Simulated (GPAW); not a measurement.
Runs of GPAW 26.7.0 on HfC. Symmetry: Fm-3m, No. 225, cubic system. The conventional cell has a = 4.650 Å, b = 4.650 Å, c = 4.650 Å, α = 90.00°, β = 90.00°, γ = 90.00°. Hf (site symmetry m-3m) is surrounded by 6 C at 2.33 Å. C (site symmetry m-3m) has 6 Hf at 2.33 Å as nearest neighbours. 

```csv
task,level,potentials or basis,spin,cell,k mesh,band path,band points,spin axis theta (degrees),spin axis phi (degrees),soc after scf,pressure (GPa)
band structure,PBEsol,"PAW data sets generated in the run's folder for this functional, pw","SOC, no magnetisation",as given,7 × 7 × 7,"GXWKGLUWLK,UX",80,0,0,second variation,-5.3
band structure,RPBE,"the program's PAW data sets (release 1.2.1) made for this functional, pw",off,as given,10 × 10 × 10,"GXWKGLUWLK,UX",60,-,-,-,(a)
relaxation of cell and atoms,RPBE,"the program's PAW data sets (release 1.2.1) made for this functional, pw",off,relaxed,10 × 10 × 10,-,-,-,-,-,0.1
band structure,revPBE,"the program's PAW data sets (release 1.2.1) made for this functional, pw",off,as given,10 × 10 × 10,"GXWKGLUWLK,UX",80,-,-,-,4.5
```

Alike in all rows: cutoff (eV) 800; smearing fermi-dirac 0.05 eV.

Problem. Fill in the values left out.

Solution. (a) 5.7.

Caveats: spin-orbit coupling was added after a scalar SCF, so levels and gaps hold it while energy, forces, pressure and moments don't (some runs); later steps reuse the first step's grids (some runs).

Runs at the PBE level aren't shown here.
